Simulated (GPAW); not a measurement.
A run of GPAW 26.7.0 is set up as follows.

File run.py:

```python
import numpy as np
from ase.calculators.mixing import SumCalculator
from ase.dft.bandgap import bandgap
from ase.io import read, write
from ase.units import GPa
from dftd3.ase import DFTD3
from gpaw import GPAW, PW

atoms = read('ZrB2.xyz')

calc = GPAW(mode=PW(800),
            xc='RPBE',
            kpts={'size': (10, 10, 8), 'gamma': True},
            occupations={'name': 'improved-tetrahedron-method'},
            nbands=20,
            convergence={'density': 1e-05, 'energy': 1e-05},
            maxiter=150,
            txt='gpaw.txt')
atoms.calc = SumCalculator([calc, DFTD3(method='rpbe', damping='d3bj')])
energy = atoms.get_potential_energy()
forces = atoms.get_forces()
stress = atoms.get_stress()
calc.write('gs.gpw')
write('result.traj', atoms)
print(f'Energy: {energy:.6f} eV')
print('Forces (eV/A):')
print(forces.round(4))
print('Stress (GPa):', (stress / GPa).round(3))
print('Fermi level:', round(calc.get_fermi_level(), 4), 'eV')
print(f'Gap: {bandgap(calc)[0]:.4f} eV, direct: {bandgap(calc, direct=True)[0]:.4f} eV')

dense = calc.fixed_density(kpts={'size': (15, 15, 12), 'gamma': True}, update_fermi_level=True,
                           nbands=30, convergence={'bands': 'CBM+6.0', 'eigenstates': 1e-6}, txt='dos.txt')
ef = dense.get_fermi_level()
dos = dense.dos(shift_fermi_level=False)
energies = np.linspace(ef - 14, ef + 6, 401)
spins = [None]
columns = [energies] + [dos.raw_dos(energies, spin=s, width=0.2) for s in spins]
for symbol, l in [('B', 0), ('B', 1), ('Zr', 0), ('Zr', 1), ('Zr', 2)]:
    for s in spins:
        columns.append(sum(dos.raw_pdos(energies, a=a.index, l=l, spin=s, width=0.2)
                           for a in atoms if a.symbol == symbol))
np.savetxt('dos.dat', np.array(columns).T, fmt='%.4f')
print('Fermi level on the dense mesh:', round(ef, 4), 'eV')
```

ZrB2.xyz

```xyz
3
Lattice="3.1271569103 0.0000000000 0.0000000000 -1.5635784551 2.7081973259 0.0000000000 0.0000000000 0.0000000000 3.4852509034" Properties=species:S:1:pos:R:3 pbc="T T T"
Zr     0.0000000000      0.0000000000      0.0000000000
B      1.5635784553      0.9027324419      1.7426254517
B     -0.0000000001      1.8054648840      1.7426254517
```

Potentials or basis: the program's PAW data sets (release 1.2.1) made for this functional, pw.

Run with:

```bash
$ OMP_NUM_THREADS=1 python run.py
```

(1) Estimate the dispersion energy per atom.

(2) Predict the pressure.

(3) What does it give for the density of states at the Fermi level?

Results:

(1) -2.198 eV.

(2) -23.2 GPa.

(3) 0.25 states/eV per cell.

Caveat: so large a pressure means that the cell lies far from this level's equilibrium, or that cutoff or potentials fall short; pairwise dispersion overbinds metals, which lowers pressure and volume.
